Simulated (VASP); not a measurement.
# GaAs (F-43m) in VASP: a series of runs, part 2 of 2

VASP 6.6.1. The steps go on from the part before.

## 8. Equation of state, r2SCAN, 23.94 Å³/atom (volume scaled by 1.06)

Contents of INCAR:

```
SYSTEM = GaAs
PREC     = Accurate       ! precision mode
ENCUT    = 520            ! plane-wave cutoff, eV
EDIFF    = 1E-6           ! SCF threshold, eV
ISMEAR   = -1             ! smearing method
SIGMA    = 0.05           ! smearing width, eV
LREAL    = .FALSE.        ! projectors in reciprocal space
LASPH    = .TRUE.         ! aspherical terms in the spheres
NELM     = 100            ! most SCF steps
ALGO     = Normal         ! electronic algorithm
ISIF     = 2              ! what is computed and relaxed
LWAVE    = .FALSE.        ! write WAVECAR
LCHARG   = .FALSE.        ! write CHGCAR
METAGGA  = R2SCAN         ! meta-GGA
LMIXTAU  = .TRUE.
```

Contents of KPOINTS:

```
Automatic mesh
0
G
  8 8 8
  0 0 0
```

Contents of POSCAR:

```
GaAs
1.0
    0.0000000000      2.8822925071      2.8822925071
    2.8822925071      0.0000000000      2.8822925071
    2.8822925071      2.8822925071      0.0000000000
As Ga
1 1
Direct
    0.7500000000      0.7500000000      0.7500000000
    0.0000000000      0.0000000000      0.0000000000
```

Command:

```console
cat potpaw_PBE.64/As/POTCAR potpaw_PBE.64/Ga_d/POTCAR > POTCAR
mpirun -np 1 vasp_std > vasp.out
```

It took 90 s on 1 thread of Intel Xeon Platinum 8259CL at 2.50GHz (Skylake/Cascade Lake), shared host; peak memory 0.18 GiB.

It converged, with:

* Free energy: -27.0282 eV
* Pressure: -3.2 GPa
* Band gap on the k mesh: 0.53 eV, direct

Caveat: the PAW data sets were made with another functional, which shifts forces and pressure a little.

## 9. Phonons, r2SCAN

Contents of POSCAR:

```
GaAs
1.0
    0.0000000000      2.8268500000      2.8268500000
    2.8268500000      0.0000000000      2.8268500000
    2.8268500000      2.8268500000      0.0000000000
As Ga
1 1
Direct
    0.7500000000      0.7500000000      0.7500000000
    0.0000000000      0.0000000000      0.0000000000
```

Contents of INCAR.step1:

```
SYSTEM = GaAs
ALGO = Normal
EDIFF = 1E-8
EDIFFG = -0.002
ENCUT = 600
IBRION = 2
ISIF = 3
ISMEAR = 0
LASPH = .TRUE.
LCHARG = .FALSE.
LMIXTAU = .TRUE.
LREAL = .FALSE.
LWAVE = .FALSE.
METAGGA = R2SCAN
NELM = 100
NSW = 40
PREC = Accurate
SIGMA = 0.05
```

Contents of INCAR.step2:

```
SYSTEM = GaAs
ALGO = Normal
EDIFF = 1E-8
ENCUT = 600
IBRION = 6
ISIF = 2
ISMEAR = 0
LASPH = .TRUE.
LCHARG = .FALSE.
LMIXTAU = .TRUE.
LREAL = .FALSE.
LWAVE = .FALSE.
METAGGA = R2SCAN
NELM = 100
NFREE = 2
NSW = 1
POTIM = 0.015
PREC = Accurate
SIGMA = 0.05
```

Contents of KPOINTS:

```
k-points
0
G
  6 6 6
  0 0 0
```

Potentials or basis: VASP PAW PBE potentials, release 64 (As, Ga_d).

Command:

```console
cat potpaw_PBE.64/As/POTCAR potpaw_PBE.64/Ga_d/POTCAR > POTCAR
cp INCAR.step1 INCAR
mpirun -np 1 vasp_std > vasp.out
cp CONTCAR POSCAR
cp INCAR.step2 INCAR
mpirun -np 1 vasp_std > vasp.out
```

OUTCAR:

```text
SYSTEM = GaAs
   EDIFF = 1E-8
   ENCUT = 600
   IBRION = 6
   ISIF = 2
   ISMEAR = 0
   LASPH = .TRUE.
   LREAL = .FALSE.
   METAGGA = R2SCAN
   NELM = 100
   NFREE = 2
   NSW = 1
   POTIM = 0.015
   PREC = Accurate

 ion  position               nearest neighbor table
   1  0.750  0.750  0.750-   2 2.45   2 2.45   2 2.45   2 2.45
   2  0.000  0.000  0.000-   1 2.45   1 2.45   1 2.45   1 2.45

  LATTYP: Found a face centered cubic cell.
 ALAT       =     5.6683522618

  Lattice vectors:

 A1 = (   0.0000000000,   2.8341761309,   2.8341761309)
 A2 = (   2.8341761309,   0.0000000000,   2.8341761309)
 A3 = (   2.8341761309,   2.8341761309,   0.0000000000)

Analysis of symmetry for initial positions (statically):
=====================================================================
 Subroutine PRICEL returns:
 Original cell was already a primitive cell.

 Routine SETGRP: Setting up the symmetry group for a
 face centered cubic supercell.

 Subroutine GETGRP returns: Found 24 space group operations
 (whereof 24 operations were pure point group operations)
 out of a pool of 48 trial point group operations.

The static configuration has the point symmetry T_d .

Analysis of symmetry for dynamics (positions and initial velocities):
=====================================================================
 Subroutine PRICEL returns:
 Original cell was already a primitive cell.

 Routine SETGRP: Setting up the symmetry group for a
 face centered cubic supercell.

 Subroutine GETGRP returns: Found 24 space group operations
 (whereof 24 operations were pure point group operations)
[... 301 lines left out ...]
 cond. band min:       4.5453076578   @ k =   0.0000   0.0000   0.0000
 fundamental gap:      0.8859697363
 Fermi energy:         3.9451902833

 k-point     1 :       0.0000    0.0000    0.0000
  band No.  band energies     occupation
      1     -11.6226      2.00000
      2     -11.6211      2.00000
      3     -11.6192      2.00000
      4     -11.5333      2.00000
      5     -11.5332      2.00000
      6      -9.5401      2.00000
      7       3.5650      2.00000
      8       3.6132      2.00000
      9       3.6593      2.00000
     10       4.5453      0.00000
     11       7.6164      0.00000
     12       7.6471      0.00000
     13       7.6801      0.00000
[... 354 lines left out ...]
  band No.  band energies     occupation
      1     -11.7110      2.00000
      2     -11.5952      2.00000
      3     -11.5934      2.00000
      4     -11.5370      2.00000
      5     -11.5279      2.00000
      6      -7.5841      2.00000
      7      -2.8762      2.00000
      8       0.9692      2.00000
      9       1.9017      2.00000
     10       6.2309      0.00000
     11       8.4149      0.00000
     12       9.8046      0.00000
     13      11.1557      0.00000

 [... further k-points ...]
[... 5 lines left out ...]
  --------------------------------------------------------------------------------------
  -------------------------------------------------------------------------------------
  Total       -0.0039071     -0.0003433     -0.0003433      0.0000000      0.1022777      0.0000000
  in kB       -0.1374855     -0.0120815     -0.0120815      0.0000000      3.5989923      0.0000000
  external PRESSURE =      -0.0538828 kB  Pullay stress =       0.0000000 kB
[... 17 lines left out ...]
  FREE ENERGIE OF THE ION-ELECTRON SYSTEM (eV)
  ---------------------------------------------------
  free  energy   TOTEN  =       -27.0359978945 eV

  energy  without entropy=      -27.0359978945  energy(sigma->0) =      -27.03599789

 INTERNAL STRAIN TENSORS FROM DISPLACED ATOMS
 ============================================

 INTERNAL STRAIN TENSOR FOR ION    1 for displacements in x,y,z  (eV/Angst):
          X           Y           Z          XY          YZ          ZX
  --------------------------------------------------------------------------------
  x     0.00000     0.00000     0.00000     0.00000     6.91242     0.00000
  y     0.00000     0.00000     0.00000     0.00000     0.00000     6.91242
  z     0.00000     0.00000     0.00000     6.91242     0.00000     0.00000

 INTERNAL STRAIN TENSOR FOR ION    2 for displacements in x,y,z  (eV/Angst):
          X           Y           Z          XY          YZ          ZX
  --------------------------------------------------------------------------------
  x     0.00000     0.00000     0.00000     0.00000    -6.84488     0.00000
  y     0.00000     0.00000     0.00000     0.00000     0.00000    -6.84488
  z     0.00000     0.00000     0.00000    -6.84488     0.00000     0.00000

 Eigenvectors and eigenvalues of the dynamical matrix
 ----------------------------------------------------

   1 f  =    7.960151 THz    50.015102 2PiTHz  265.522044 cm-1    32.920523 meV
             X         Y         Z           dx          dy          dz
      4.251264  4.251264  4.251264    -0.147354   -0.651920    0.200759
      0.000000  0.000000  0.000000     0.151231    0.669073   -0.206041
[... 21 lines left out ...]
   6 f/i=    0.039736 THz     0.249667 2PiTHz    1.325441 cm-1     0.164334 meV
             X         Y         Z           dx          dy          dz
      4.251264  4.251264  4.251264    -0.454106    0.528588   -0.165424
      0.000000  0.000000  0.000000    -0.442464    0.515037   -0.161184

 ELASTIC MODULI CONTR FROM IONIC RELAXATION (kBar)
 Direction    XX          YY          ZZ          XY          YZ          ZX
 --------------------------------------------------------------------------------
 XX          -0.0000     -0.0000     -0.0000      0.0000      0.0000      0.0000
 YY          -0.0000     -0.0000     -0.0000      0.0000      0.0000      0.0000
 ZZ          -0.0000     -0.0000     -0.0000      0.0000      0.0000      0.0000
 XY           0.0000      0.0000      0.0000   -177.7616     -0.0000     -0.0000
 YZ           0.0000      0.0000      0.0000     -0.0000   -177.7616      0.0000
 ZX           0.0000      0.0000      0.0000     -0.0000      0.0000   -177.7616
 --------------------------------------------------------------------------------
```

OUTCAR.step1:

```text
SYSTEM = GaAs
   EDIFF = 1E-8
   EDIFFG = -0.002
   ENCUT = 600
   IBRION = 2
   ISIF = 3
   ISMEAR = 0
   LASPH = .TRUE.
   LREAL = .FALSE.
   METAGGA = R2SCAN
   NELM = 100
   NSW = 40
   PREC = Accurate

 ion  position               nearest neighbor table
[... 309 lines left out ...]
      3     -11.6205      2.00000
      4     -11.5329      2.00000
      5     -11.5329      2.00000
      6      -9.5401      2.00000
      7       3.6127      2.00000
      8       3.6128      2.00000
      9       3.6128      2.00000
     10       4.5452      0.00000
     11       7.6474      0.00000
     12       7.6475      0.00000
     13       7.6475      0.00000
[... 267 lines left out ...]
  FREE ENERGIE OF THE ION-ELECTRON SYSTEM (eV)
  ---------------------------------------------------
  free  energy   TOTEN  =       -27.0369285722 eV

  energy  without entropy=      -27.0369285722  energy(sigma->0) =      -27.03692857

 reached required accuracy - stopping structural energy minimisation
```

OSZICAR.step1:

```text
N       E                     dE             d eps       ncg     rms          rms(c)
DAV:   1     0.694824507030E+02    0.69482E+02   -0.10227E+04   424   0.209E+03
DAV:   2    -0.212181158680E+02   -0.90701E+02   -0.87500E+02   454   0.375E+02
DAV:   3    -0.289548433639E+02   -0.77367E+01   -0.76918E+01   526   0.845E+01
[... 59 lines left out ...]
DAV:   2    -0.270369384658E+02    0.33371E-04   -0.52131E-05   526   0.177E-01    0.171E-02
DAV:   3    -0.270369286688E+02    0.97970E-05   -0.10152E-05   511   0.752E-02    0.371E-03
DAV:   4    -0.270369272070E+02    0.14618E-05   -0.34573E-06   492   0.292E-02    0.101E-03
DAV:   5    -0.270369285803E+02   -0.13734E-05   -0.41722E-07   416   0.846E-03    0.894E-04
DAV:   6    -0.270369285722E+02    0.81368E-08   -0.71644E-09   334   0.929E-04
   4 F= -.27036929E+02 E0= -.27036929E+02  d E =-.567154E-03
```

Wall time 9.1 min (1 thread of Intel Xeon Platinum 8259CL at 2.50GHz (Skylake/Cascade Lake), shared host); peak memory 0.23 GiB.

What came out:

- Relaxed volume: 22.77 Å³/atom
- Relaxed cell: a = 4.008 Å, b = 4.008 Å, c = 4.008 Å, α = 60.00°, β = 60.00°, γ = 60.00°
- Space group after relaxing (to 0.05 Å): F-43m (No. 216)
- Highest phonon frequency at Γ, LO-TO splitting left out: 266 cm⁻¹

Step by step:
| step | energy change (eV) | largest force (eV/Å) | pressure (GPa) | volume (Å³) |
| --- | --- | --- | --- | --- |
| 1 | 0.0000 | 0.0000 | 0.57 | 45.18 |
| 2 | -0.0004 | 0.0000 | -0.28 | 45.71 |
| 3 | -0.0006 | 0.0000 | 0.04 | 45.51 |
| 4 | -0.0006 | 0.0000 | -0.01 | 45.53 |

Final structure:
```yaml
crystal:
  lattice:
    - [0.00000, 2.83418, 2.83418]
    - [2.83418, 0.00000, 2.83418]
    - [2.83418, 2.83418, 0.00000]
  atoms:
    - { symbol: As, position: [0.75000, 0.75000, 0.75000] }
    - { symbol: Ga, position: [0.00000, 0.00000, 0.00000] }
```

Phonon frequencies in cm⁻¹ (negative: imaginary):
```tsv
q point	frequencies
(0.000, 0.000, 0.000)	-1 -1 -1 266 266 266
```

Caveat: the PAW data sets were made with another functional, which shifts forces and pressure a little.

## 10. The reference run

An earlier run on the cell as given: functional PBEsol; potentials or basis VASP PAW PBE potentials, release 64 (As, Ga_d); cutoff 520 eV; k mesh 8 × 8 × 8; occupations fermi-dirac, width 0.05 eV; no spin polarisation.

- Pressure: 0.3 GPa
- Band gap on the k mesh: 0.46 eV, direct

## 11. Summary

| task | level | cell | k mesh | cutoff (eV) | smearing | ladder | gap on the mesh (eV) | pressure (GPa) |
| --- | --- | --- | --- | --- | --- | --- | --- | --- |
| band structure | rSCAN | as given | 8 × 8 × 8 | 520 | fermi-dirac 0.05 eV | - | 0.96 | 0.6 |
| phonons | r2SCAN | relaxed | 6 × 6 × 6 | 600 | gaussian 0.05 eV | - | - | - |
| single point | PBEsol | as given | 8 × 8 × 8 | 520 | fermi-dirac 0.05 eV | free | 0.46 | 0.3 |

Alike in all rows: potentials or basis VASP PAW PBE potentials, release 64 (As, Ga_d); no spin polarisation.

Caveats: the PAW data sets were made with another functional, which shifts forces and pressure a little.

Absolute energies hang on the potentials; compare differences alone.

## 12. Against experiment

Step 2. Against the measured gap of GaAs, 1.418 eV (direct; 300 K; “Evidence of valence band perturbations in GaAsN/GaAs(001): A combined variable-angle spectroscopic ellipsometry and modulated photoreflectance investigation”, 2008, arxiv:0805.2212), the calculated 0.96 eV is off by -0.46 eV. 3 values of this kind are on record (1.412 to 1.51 eV); this one was drawn at random among those near their median, those with a stated uncertainty first. Spin-orbit coupling on As, Ga is left out. The value is that of rSCAN, without temperature or zero-point motion.
